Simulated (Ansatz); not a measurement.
Cu:

```
Cu
1.0
     1.21846   -3.97638    0.00000
     1.21846    3.97638    0.00000
     0.00000    0.00000    2.47550
Cu
2
Direct
  0.86613 0.13387 0.75000
  0.13387 0.86613 0.25000
```

This isn't the form of Cu at room conditions, which is fcc.

| Quantity | Value |
| --- | --- |
| Program | Ansatz 0.2.0 |
| Task | relaxation of cell and atoms |
| Functional | PBE0 |
| Potentials or basis | Ansatz PAW |
| Cutoff | 420 eV (not typed: the program's choice for these potentials) |
| k mesh | 6 × 6 × 6 |
| Occupations | fermi-dirac, width 0.05 eV |
| Spin | no spin polarisation |

At the start: volume 11.99 Å³/atom.

Q: How do energy, volume and symmetry change on relaxing?

A: It ends after 8 steps and the volume is 12.52 Å³/atom (+4.4 %); space group Cmcm (No. 63, to 0.05 Å).

Step by step:
| step | energy change (eV) | largest force (eV/Å) | volume (Å³) |
| --- | --- | --- | --- |
| 1 | 0.0000 | 0.0606 | 23.99 |
| 2 | -0.0155 | 0.0404 | 24.44 |
| 3 | -0.0221 | 0.0061 | 25.00 |
| 4 | -0.0220 | 0.0004 | 25.09 |
| 5 | -0.0221 | 0.0011 | 25.06 |
| 6 | -0.0243 | 0.0010 | 25.06 |
| 7 | -0.0244 | 0.0008 | 25.04 |
| 8 | -0.0243 | 0.0008 | 25.04 |

Final structure:
```
CELL_PARAMETERS angstrom
1.22071 -4.08205 0.00000
1.22071 4.08205 0.00000
0.00000 0.00000 2.51231
ATOMIC_POSITIONS crystal
Cu 0.86671 0.13329 0.75000
Cu 0.13329 0.86671 0.25000
```

Caveat: the k mesh is coarse (spacing up to 0.45 Å⁻¹), so the values aren't converged, least of all with exact exchange; the plane-wave basis is chosen anew once the cell has moved, so the energies of steps on either side of that aren't comparable; the pressure holds a Pulay correction of +0.4 GPa for the finite cutoff; the PAW data sets come from PBE, with cores solved anew for the run's functional, which leaves a small shift of forces and pressure.
